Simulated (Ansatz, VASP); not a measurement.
## K in VASP and in Ansatz

INCAR

```
SYSTEM = K
PREC = Accurate
ENCUT = 520
EDIFF = 1E-6
ISMEAR = -1
SIGMA = 0.1
LREAL = .FALSE.
LASPH = .TRUE.
NELM = 60
ALGO = Normal
ISIF = 2
LWAVE = .FALSE.
LCHARG = .FALSE.
GGA = RP
NBANDS = 10
```

Contents of KPOINTS:

```
regular mesh
0
G
  9 9 9
  0 0 0
```

POSCAR

```
K
1.0
    0.0000000000      3.3414678704      3.3414678704
    3.3414678704      0.0000000000      3.3414678704
    3.3414678704      3.3414678704      0.0000000000
K
1
Direct
    0.0000000000      0.0000000000      0.0000000000
```

Input for Ansatz:

```yaml
crystal:
  lattice:
    - [0.0, 3.3414678704, 3.3414678704]
    - [3.3414678704, 0.0, 3.3414678704]
    - [3.3414678704, 3.3414678704, 0.0]
  atoms:
    - { symbol: K, position: [0.0, 0.0, 0.0] }
hamiltonian:
  xc: rpbe
  pseudopotentials:
    kind: paw
    azcp:
      K: "pseudopotentials/K.paw.azcp"
basis:
  ecutwfc: 420
  fft_grid_basis: typed
kpoints:
  mp_grid: { grid: [9, 9, 9], shift: [0, 0, 0] }
magnetization:
  spin_polarized: false
scf:
  occupations: { method: fermi_dirac, width: 0.1 }
  lower_state_search: "off"
output:
  stress: true
```

Alike in both runs: task single point; functional RPBE; k mesh 9 × 9 × 9; occupations fermi-dirac, width 0.1 eV; no spin polarisation.

|  | VASP | Ansatz |
| --- | --- | --- |
| version | VASP 6.6.1 | Ansatz 0.2.0 |
| potentials or method | VASP PAW PBE potentials, release 64 (K_sv) | plane waves (420 eV) with PAW, scalar-relativistic |
| plane-wave cutoff (eV) | 520 | 420 |
| valence electrons in the cell | 9 | 9 |

|  | VASP | Ansatz | Ansatz less VASP |
| --- | --- | --- | --- |
| pressure (GPa) | 0.3 | 0.3 | +0.01 |

Caveats: the PAW data sets were made with another functional, which shifts forces and pressure a little (VASP).
